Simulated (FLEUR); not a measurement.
The system is CdTe.

```xyz
2
Lattice="0.0000 3.2050 3.2050 3.2050 0.0000 3.2050 3.2050 3.2050 0.0000" Properties=species:S:1:pos:R:3 pbc="T T T"
Te    4.8075    4.8075    4.8075
Cd    0.0000    0.0000    0.0000
```

Base run:

```yaml
Program: FLEUR MaX-R8.1 (later development tree)
Functional: LDA (Perdew-Zunger)
Potentials_or_basis: all-electron
Basis: FLAPW
Kmax: 3.8 1/bohr
k_mesh: 7 × 7 × 7
Occupations: fermi-dirac, width 0.05 eV
Spin: no spin polarisation
```

Its results: band gap on the k mesh 0.61 eV, direct.

Problem. The run is repeated on the same cell with these changes: functional from LDA (Perdew-Zunger) to PBE; muffin-tin radii from Te 2.3, Cd 2.56 bohr to Te 2.23, Cd 2.48 bohr. What comes out?

Solution. Band gap on the k mesh 0.87 eV, direct.

Caveats: spin-orbit coupling is left out, which moves the levels of the heavy elements.
